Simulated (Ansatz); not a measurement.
# HfO2 (Pca2_1) in Ansatz: a series of runs, part 2 of 2

Ansatz 0.2.0.

### 4 Single point, PBE

File input.yaml:

```yaml
crystal:
  lattice:
    - [5.21946336, 0.0, 0.0]
    - [0.0, 5.00476369, 0.0]
    - [0.0, 0.0, 5.03268505]
  atoms:
    - { symbol: Hf, position: [0.966994, 0.73252082, 0.74144035] }
    - { symbol: Hf, position: [0.533006, 0.73252082, 0.24144035] }
    - { symbol: Hf, position: [0.466994, 0.26747918, 0.74144035] }
    - { symbol: Hf, position: [0.033006, 0.26747918, 0.24144035] }
    - { symbol: O, position: [0.63212745, 0.9286454, 0.87926726] }
    - { symbol: O, position: [0.86787255, 0.9286454, 0.37926726] }
    - { symbol: O, position: [0.23394852, 0.53988305, 0.49229239] }
    - { symbol: O, position: [0.26605148, 0.53988305, 0.99229239] }
    - { symbol: O, position: [0.76605148, 0.46011695, 0.99229239] }
    - { symbol: O, position: [0.73394852, 0.46011695, 0.49229239] }
    - { symbol: O, position: [0.13212745, 0.0713546, 0.87926726] }
    - { symbol: O, position: [0.36787255, 0.0713546, 0.37926726] }
hamiltonian:
  xc: pbe
  pseudopotentials: { kind: paw }
kpoints:
  mp_grid: { grid: [9, 9, 9] }
scf:
  occupations: { method: fermi_dirac, width: 0.05 }
output:
  forces: true
  stress: true
  eigenvalues: true
```

Potentials or basis: Ansatz PAW.

Run with:

```console
> ansatz run input.yaml --threads 2 --pin off --max-ram 5120MiB --backend cpu --events-out ev --progress --plain --runs-dir out
```

Output:

```text
Warning: RAYON_NUM_THREADS=2 ignored (pool sized by the plan → 2); use --threads N
Engine: ansatz 0.2.0, aarch64-unknown-linux-gnu
[... 76 lines left out ...]
  k-point 2: bands = ["-45.0673", "-45.0494", "-45.0488", "-45.0486", "-14.1398", "-14.1355", "-14.1265", "-13.9314", "-13.8434", "-13.8284", "-13.8232", "-13.7983", "-13.7588", "-13.7105", "-13.6916", "-13.6777", "-2.8226", "-1.5908", "-1.4802", "-1.4311", "-0.9848", "-0.7758", "-0.7400", "-0.7025", "5.0560", "5.0632", "5.0670", "5.0692", "5.0704", "5.0756", "5.0773", "5.0802", "5.0815", "5.0838", "5.0861", "5.0874", "5.0903", "5.0922", "5.0963", "5.0968", "5.1017", "5.1055", "5.1089", "5.1110", "5.1173", "5.1177", "5.1191", "5.1205", "5.1388", "5.1552", "5.1584", "5.2177", "9.7582", "9.8671", "10.1434", "10.5879", "10.8317", "11.1524", "11.6653", "11.7658", "12.0319", "12.2787", "12.3912", "12.9992", "13.0433", "13.1199", "13.3022", "13.7378", "13.8091", "13.9419", "14.1688", "14.2139", "14.3851", "15.0046", "15.1052", "15.1232", "20.0843", "20.4843", "20.4918", "20.9482", "21.1530", "21.3115", "21.3757", "21.4906", "22.1350", "22.4118", "22.7824", "22.8345"]
  k-point 124: bands = ["-45.0548", "-45.0539", "-45.0529", "-45.0523", "-14.1671", "-14.1612", "-14.1519", "-14.1440", "-13.7643", "-13.7520", "-13.7454", "-13.7386", "-13.7227", "-13.7171", "-13.7104", "-13.7023", "-1.9682", "-1.9015", "-1.8619", "-1.8276", "-0.7943", "-0.7572", "-0.7529", "-0.7147", "5.0609", "5.0627", "5.0633", "5.0648", "5.0750", "5.0756", "5.0776", "5.0781", "5.0837", "5.0862", "5.0878", "5.0887", "5.0932", "5.0946", "5.0960", "5.0974", "5.1061", "5.1070", "5.1075", "5.1090", "5.1189", "5.1199", "5.1209", "5.1217", "5.1445", "5.1473", "5.1481", "5.1513", "10.7175", "10.8302", "10.8949", "10.9705", "11.1965", "11.2574", "11.3036", "11.4307", "12.1954", "12.2718", "12.4156", "12.4728", "12.9824", "13.0340", "13.1471", "13.2676", "13.6766", "13.7337", "13.7556", "13.8538", "14.2837", "14.4302", "14.4524", "14.5718", "19.8366", "20.0021", "20.0161", "20.1836", "21.1071", "21.1868", "21.2955", "21.4166", "22.1562", "22.3488", "22.4051", "22.5933"]
```

Wall time 84 s (2 threads of Arm Neoverse V1, shared host); peak memory 1.2 GiB.

Results:

| Item | Value |
| --- | --- |
| Free energy | -67446.2450 eV |
| Pressure | 9.8 GPa |
| Largest force | 0.117 eV/Å |
| Band gap on the k mesh | 4.48 eV, indirect (least direct gap 4.69 eV) |

Forces in eV/Å, atoms in the order of the input:
```
Hf   0.052 -0.027  0.090
Hf  -0.052 -0.027  0.090
Hf   0.052  0.027  0.090
Hf  -0.052  0.027  0.090
O   -0.030 -0.034 -0.011
O    0.030 -0.034 -0.011
O    0.034  0.079 -0.078
O   -0.034  0.079 -0.078
O   -0.034 -0.079 -0.078
O    0.034 -0.079 -0.078
O   -0.030  0.034 -0.011
O    0.030  0.034 -0.011
```

Stress tensor (GPa, compression positive):
```
9.83 0.00 0.00
0.00 9.93 0.00
0.00 0.00 9.51
```

Levels at points of the mesh, in eV from the valence-band top:
| k point | band 73 | band 74 | band 75 | band 76 | band 77 | band 78 | band 79 | band 80 |
| --- | --- | --- | --- | --- | --- | --- | --- | --- |
| (0.00, 0.00, 0.00) | -0.68 | -0.17 | -0.05 | 0.00 | 5.00 | 5.26 | 5.36 | 5.79 |

Caveat: odd divisions of the mesh miss points on the zone boundary, where band edges often lie, so the gap on the mesh can be too wide; the pressure holds a Pulay correction of +0.8 GPa for the finite cutoff; spin-orbit coupling is left out, which moves the levels of the heavy elements. PBE gaps usually lie below the measured ones, often by a third to a half.

### 5 Summary

| task | level | cell | k mesh | gap on the mesh (eV) | pressure (GPa) | relaxed volume (Å³/atom) | largest force (eV/Å) |
| --- | --- | --- | --- | --- | --- | --- | --- |
| relaxation of cell and atoms | PBEsol | relaxed | 5 × 6 × 5 | 4.36 | 0.0 | 11.02 | - |
| relaxation of cell and atoms | rPW86-PBE | relaxed | 5 × 6 × 5 | 4.34 | 0.0 | 11.79 | 0.01 |
| single point | PBE | as given | 9 × 9 × 9 | 4.48 | 9.8 | - | 0.12 |

Alike in all rows: potentials or basis Ansatz PAW; no spin polarisation; cutoff (eV) 420; smearing fermi-dirac 0.05 eV.

Caveats: odd divisions of the mesh miss points on the zone boundary, where band edges often lie, so the gap on the mesh can be too wide; spin-orbit coupling is left out, which moves the levels of the heavy elements; the plane-wave basis is chosen anew once the cell has moved, so the energies of steps on either side of that aren't comparable (some runs); the PAW data sets come from PBE, with cores solved anew for the run's functional, which leaves a small shift of forces and pressure (some runs).

Absolute energies hang on the potentials; compare differences alone.
